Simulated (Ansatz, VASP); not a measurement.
# CsCdCl3 in two plane-wave programs, part 2 of 3

Wanted: the spread between two codes on one cell, functional and k mesh. The cell is taken from a series of VASP runs on this material, whose earlier steps may have relaxed, scaled or displaced it; both programs get it as it stands.

VASP 6.6.1 and Ansatz 0.2.0.

So far: The starting structure; Ansatz: zone-centre phonons, LDA.

### Step 3. VASP: zone-centre phonons, LDA

Level of this step: LDA; plane waves and PAW (Cs_sv, Cd, Cl) (VASP).

The same cell, functional (in two slightly different forms) and mesh now go to VASP, with its own data sets and cutoff.

Lines of VASP's logs that name or quote its potential files are left out, and so is its time.

Contents of INCAR:

```
SYSTEM = CsCdCl3
PREC = Accurate
ENCUT = 500
EDIFF = 1E-08
NELM = 100
ISMEAR = 0
SIGMA = 0.03
LREAL = .FALSE.
ALGO = Normal
GGA = CA
NBANDS = 27
LORBIT = 11
LWAVE = .FALSE.
LCHARG = .FALSE.
KPAR = 8
IBRION = 8
LEPSILON = .TRUE.
LPEAD = .TRUE.
ISIF = 2
```

Contents of POSCAR:

```
CsCdCl3
1.0
    5.0723891935      0.0000000000      0.0000000000
    0.0000000000      5.0723891935      0.0000000000
    0.0000000000      0.0000000000      5.0723891935
Cs Cd Cl
1 1 3
Direct
    0.0000000000      0.0000000000      0.0000000000
    0.5000000000      0.5000000000      0.5000000000
    0.5000000000      0.5000000000      0.0000000000
    0.5000000000      0.0000000000      0.5000000000
    0.0000000000      0.5000000000      0.5000000000
```

Contents of KPOINTS:

```
Automatic mesh
0
Gamma
8 8 8
0 0 0
```

Potentials, in the order of the species: Cs_sv, Cd and Cl (LDA family, release 64).

Run with:

```sh
$ mpirun -np 8 vasp_std
```

Log:

```text
[banner, memory and clock lines left out]
running    8 mpi-ranks, on    1 nodes
 distrk:  each k-point on    1 cores,    8 groups
 distr:  one band on    1 cores,    1 groups

 POSCAR found type information on POSCAR CsCdCl
 POSCAR found :  3 types and       5 ions
|                                                                             |
|           W    W    AA    RRRRR   N    N  II  N    N   GGGG   !!!           |
|           W    W   A  A   R    R  NN   N  II  NN   N  G    G  !!!           |
|           W    W  A    A  R    R  N N  N  II  N N  N  G       !!!           |
|           W WW W  AAAAAA  RRRRR   N  N N  II  N  N N  G  GGG   !            |
|           WW  WW  A    A  R   R   N   NN  II  N   NN  G    G                |
|           W    W  A    A  R    R  N    N  II  N    N   GGGG   !!!           |
|                                                                             |
|     For optimal performance we recommend to set                             |
|       NCORE = 2 up to number-of-cores-per-socket                            |
|     NCORE specifies how many cores store one orbital (NPAR=cpu/NCORE).      |
|     This setting can greatly improve the performance of VASP for DFT.       |
|     The default, NCORE=1 might be grossly inefficient on modern             |
|     multi-core architectures or massively parallel machines. Do your        |
|     Unfortunately you need to use the default for GW and RPA                |
|     calculations (for HF NCORE is supported but not extensively tested      |
|     yet).                                                                   |
|                                                                             |

 LDA part: xc-table for (Slater(with rela. corr.)+CA(PZ))
 , standard interpolation
 POSCAR, INCAR and KPOINTS ok, starting setup
 FFT: planning ... GRIDC
 FFT: planning ... GRID_SOFT
 FFT: planning ... GRID
 WAVECAR not read
 entering main loop
       N       E                     dE             d eps       ncg     rms          rms(c)
DAV:   1     0.298385500678E+03    0.29839E+03   -0.19693E+04  1890   0.137E+03
DAV:   2     0.395595476513E+01   -0.29443E+03   -0.28745E+03  2357   0.290E+02
DAV:   3    -0.175083605420E+02   -0.21464E+02   -0.21408E+02  2173   0.833E+01
DAV:   4    -0.177732493076E+02   -0.26489E+00   -0.26468E+00  2430   0.102E+01
DAV:   5    -0.177766848610E+02   -0.34356E-02   -0.34349E-02  2306   0.116E+00    0.103E+01
DAV:   6    -0.169405784461E+02    0.83611E+00   -0.17450E+00  2452   0.159E+01    0.832E+00
DAV:   7    -0.168287654470E+02    0.11181E+00   -0.64957E-01  2233   0.672E+00    0.385E+00
DAV:   8    -0.168234038511E+02    0.53616E-02   -0.19441E-01  2351   0.414E+00    0.832E-01
DAV:   9    -0.168210259268E+02    0.23779E-02   -0.27008E-02  2247   0.201E+00    0.346E-01
DAV:  10    -0.168206573084E+02    0.36862E-03   -0.32691E-03  2419   0.548E-01    0.646E-02
DAV:  11    -0.168206758811E+02   -0.18573E-04   -0.15722E-04  2257   0.882E-02    0.298E-02
DAV:  12    -0.168206708246E+02    0.50565E-05   -0.30870E-05  2310   0.529E-02    0.752E-03
DAV:  13    -0.168206709630E+02   -0.13840E-06   -0.17532E-06  2415   0.939E-03    0.273E-03
DAV:  14    -0.168206709670E+02   -0.40300E-08   -0.27160E-07  2286   0.379E-03    0.143E-03
DAV:  15    -0.168206709628E+02    0.42492E-08   -0.15841E-08  1478   0.770E-04
   1 F= -.16820671E+02 E0= -.16820671E+02  d E =-.104887E-12
 Linear response reoptimize wavefunctions to high precision
DAV:   1    -0.168206709614E+02    0.13715E-08   -0.10064E-08  2235   0.936E-04
DAV:   2    -0.168206709615E+02   -0.92768E-10   -0.48872E-10  1212   0.160E-04
 Linear response to external field (no local field effect), progress :
  Direction:   1
       N       E                     dE             d eps       ncg     rms          rms(c)
RMM:   1    -0.105604151341E+01   -0.10560E+01   -0.36102E+00  2209   0.397E+00
RMM:   2    -0.108603990315E+01   -0.29998E-01   -0.24028E-02  2198   0.699E-01
RMM:   3    -0.108665868353E+01   -0.61878E-03   -0.65139E-04  2177   0.824E-02
RMM:   4    -0.108668146544E+01   -0.22782E-04   -0.26009E-05  2205   0.146E-02
RMM:   5    -0.108668239365E+01   -0.92822E-06   -0.20007E-06  2142   0.294E-03
RMM:   6    -0.108668243774E+01   -0.44088E-07   -0.51900E-07  1746   0.995E-04
RMM:   7    -0.108668244005E+01   -0.23048E-08   -0.44548E-07  1313   0.646E-04
RMM:   8    -0.108668244009E+01   -0.40037E-10   -0.13403E-07  1154   0.587E-04
RMM:   9    -0.108668244009E+01   -0.70388E-12   -0.47190E-07  1141   0.578E-04
RMM:  10    -0.108668243982E+01    0.27210E-09    0.52926E-08  1164   0.577E-04
 change of polarisation eV/A/(eV/A) component  1 :     2.173    -0.456    -0.183
 dielectric tensor                  component  1 :     4.013    -0.633    -0.254
[...]
RMM:   3    -0.101048230232E+01    0.87099E-01   -0.17420E-01  7171   0.144E+00    0.998E-01
RMM:   4    -0.102048217939E+01   -0.99999E-02   -0.74980E-02  7718   0.956E-01    0.294E-01
RMM:   5    -0.103643014668E+01   -0.15948E-01   -0.15025E-03  6620   0.218E-01    0.338E-02
RMM:   6    -0.103795658210E+01   -0.15264E-02   -0.82045E-05  7007   0.445E-02    0.122E-02
RMM:   7    -0.103841091706E+01   -0.45433E-03   -0.10778E-05  6739   0.141E-02    0.364E-03
RMM:   8    -0.103850551536E+01   -0.94598E-04   -0.77450E-07  7131   0.435E-03    0.618E-04
[...]
RMM:   7    -0.103841029511E+01   -0.45151E-03   -0.10785E-05  6741   0.143E-02    0.363E-03
RMM:   8    -0.103850553822E+01   -0.95243E-04   -0.11172E-06  7122   0.438E-03    0.616E-04
RMM:   9    -0.103851891738E+01   -0.13379E-04   -0.11521E-06  7176   0.114E-03    0.261E-04
RMM:  10    -0.103851917957E+01   -0.26218E-06   -0.16491E-07  6955   0.711E-04    0.150E-04
RMM:  11    -0.103851891345E+01    0.26612E-06   -0.14751E-06  6332   0.516E-04    0.620E-05
RMM:  12    -0.103851878056E+01    0.13289E-06   -0.12148E-07  6163   0.474E-04    0.128E-05
RMM:  13    -0.103851906261E+01   -0.28205E-06    0.22582E-07  4987   0.435E-04    0.571E-06
 change of polarisation eV/A/(eV/A) component  3 :    -0.239    -0.328     1.959
 dielectric tensor                  component  3 :    -0.332    -0.454     3.717
 Linear response DOF=           4
 Linear response progress:
  Degree of freedom:   1/  4
       N       E                     dE             d eps       ncg     rms          rms(c)
RMM:   1    -0.180948872209E+00   -0.18095E+00    0.98299E-02  8205   0.107E+00
RMM:   2    -0.181544039082E+00   -0.59517E-03   -0.19185E-03  6568   0.177E-01    0.257E-02
RMM:   3    -0.181597528793E+00   -0.53490E-04   -0.76591E-05  6914   0.361E-02    0.103E-02
RMM:   4    -0.181611920356E+00   -0.14392E-04   -0.13681E-05  7084   0.138E-02    0.314E-03
RMM:   5    -0.181615597803E+00   -0.36774E-05   -0.90916E-07  7144   0.431E-03    0.615E-04
RMM:   6    -0.181615947944E+00   -0.35014E-06   -0.10321E-07  7174   0.114E-03    0.361E-04
RMM:   7    -0.181614588141E+00    0.13598E-05   -0.70791E-08  7132   0.704E-04    0.190E-04
RMM:   8    -0.181613904778E+00    0.68336E-06   -0.40820E-08  7210   0.359E-04    0.525E-05
RMM:   9    -0.181613550828E+00    0.35395E-06   -0.35862E-08  7267   0.169E-04    0.103E-05
RMM:  10    -0.181613547986E+00    0.28415E-08   -0.31895E-08  7514   0.135E-04    0.272E-06
 first order change of Fermi-energy   0.55314E-01
 force on displaced ion       1 direction 1 :  -1.281  -0.000   0.000
 Born effective charge ion    1 direction 1 :   1.357   0.000   0.000
 Linear response progress:
  Degree of freedom:   2/  4
       N       E                     dE             d eps       ncg     rms          rms(c)
RMM:   1    -0.439005386416E+00   -0.43901E+00   -0.19288E-01  6708   0.241E+00
RMM:   2    -0.438202378674E+00    0.80301E-03   -0.31816E-03  6449   0.300E-01    0.151E-01
RMM:   3    -0.437759400202E+00    0.44298E-03   -0.11656E-04  6906   0.528E-02    0.844E-02
RMM:   4    -0.437314827335E+00    0.44457E-03   -0.66223E-05  6888   0.400E-02    0.153E-02
RMM:   5    -0.437289701670E+00    0.25126E-04   -0.13315E-06  6635   0.575E-03    0.404E-03
RMM:   6    -0.437317787481E+00   -0.28086E-04   -0.37921E-07  6794   0.296E-03    0.666E-04
RMM:   7    -0.437323358621E+00   -0.55711E-05   -0.29817E-08  7048   0.662E-04    0.127E-04
RMM:   8    -0.437323661352E+00   -0.30273E-06   -0.78880E-09  7146   0.209E-04    0.714E-05
RMM:   9    -0.437323893582E+00   -0.23223E-06   -0.68926E-09  7174   0.155E-04    0.187E-05
RMM:  10    -0.437323869835E+00    0.23747E-07   -0.53361E-09  7335   0.100E-04    0.838E-06
RMM:  11    -0.437323846597E+00    0.23238E-07   -0.55599E-09  7400   0.879E-05    0.201E-06
RMM:  12    -0.437323848961E+00   -0.23645E-08   -0.23635E-08  7478   0.838E-05    0.948E-07
 first order change of Fermi-energy  -0.13954E-01
 force on displaced ion       2 direction 1 :  -5.163  -0.000   0.000
 Born effective charge ion    2 direction 1 :   2.649   0.000   0.000
 Linear response progress:
  Degree of freedom:   3/  4
       N       E                     dE             d eps       ncg     rms          rms(c)
RMM:   1    -0.200102742672E+00   -0.20010E+00   -0.73990E-03 13735   0.186E+00
RMM:   2    -0.198760578308E+00    0.13422E-02   -0.28602E-03 10777   0.262E-01    0.449E-02
RMM:   3    -0.199098145674E+00   -0.33757E-03   -0.95485E-05 11440   0.419E-02    0.268E-02
RMM:   4    -0.199467722692E+00   -0.36958E-03   -0.57161E-05 10828   0.250E-02    0.101E-02
RMM:   5    -0.199422653327E+00    0.45069E-04   -0.35339E-06 11744   0.790E-03    0.291E-03
RMM:   6    -0.199432678424E+00   -0.10025E-04   -0.11193E-07 12058   0.129E-03    0.137E-03
RMM:   7    -0.199436821208E+00   -0.41428E-05   -0.67303E-08 11594   0.745E-04    0.248E-04
RMM:   8    -0.199435344453E+00    0.14768E-05   -0.31906E-08 12112   0.260E-04    0.389E-05
RMM:   9    -0.199435992966E+00   -0.64851E-06   -0.37712E-08 11612   0.177E-04    0.247E-05
RMM:  10    -0.199435732321E+00    0.26065E-06    0.22035E-08 12038   0.150E-04    0.233E-06
RMM:  11    -0.199435755916E+00   -0.23595E-07   -0.26066E-07 12159   0.138E-04    0.217E-06
RMM:  12    -0.199435753456E+00    0.24608E-08    0.29432E-08 10972   0.136E-04    0.314E-07
 first order change of Fermi-energy   0.26262E-01
 force on displaced ion       3 direction 1 :  -0.902   0.000   0.000
 Born effective charge ion    3 direction 1 :  -0.926   0.000   0.000
 Linear response progress:
  Degree of freedom:   4/  4
       N       E                     dE             d eps       ncg     rms          rms(c)
RMM:   1    -0.199100183490E+00   -0.19910E+00    0.46979E-02  8025   0.194E+00
RMM:   2    -0.198320307768E+00    0.77988E-03   -0.40242E-03  6463   0.298E-01    0.161E-01
RMM:   3    -0.198849386895E+00   -0.52908E-03   -0.50553E-04  6462   0.869E-02    0.787E-02
RMM:   4    -0.199247463059E+00   -0.39808E-03   -0.17908E-04  6723   0.457E-02    0.181E-02
RMM:   5    -0.199168951741E+00    0.78511E-04   -0.15260E-05  6896   0.164E-02    0.397E-03
RMM:   6    -0.199195878630E+00   -0.26927E-04   -0.84035E-07  6877   0.353E-03    0.220E-03
RMM:   7    -0.199214477935E+00   -0.18599E-04   -0.44545E-07  7027   0.220E-03    0.383E-04
RMM:   8    -0.199211488536E+00    0.29894E-05   -0.47563E-08  7117   0.596E-04    0.199E-04
RMM:   9    -0.199209712205E+00    0.17763E-05   -0.47963E-08  7244   0.385E-04    0.211E-04
RMM:  10    -0.199209551283E+00    0.16092E-06   -0.10120E-07  7358   0.183E-04    0.380E-05
RMM:  11    -0.199209577077E+00   -0.25794E-07   -0.90243E-08  7585   0.150E-04    0.122E-05
RMM:  12    -0.199209608882E+00   -0.31805E-07   -0.49461E-09  7602   0.143E-04    0.180E-06
RMM:  13    -0.199209602082E+00    0.67996E-08    0.60928E-08  7377   0.141E-04    0.489E-07
 first order change of Fermi-energy  -0.71579E-01
 force on displaced ion       3 direction 3 :   0.000   0.000  -8.689
 Born effective charge ion    3 direction 3 :   0.000   0.000  -2.154
 Born effective charges drift removed
 Linear response finished
```

(Continued in part 3 of 3.)

[Lines on the potential files, build, host, timing and source positions are cut from VASP's logs without a mark.]

[Logs are printed without paths, hosts, clocks, repeated set-up lines and the standing remarks that a program may print on its own settings, such as how far it seeks lower states.]

[Hosts, paths, dates, database ids (printed as entryN), source tags and the programs' standing remarks are cut or masked in the printed files.]
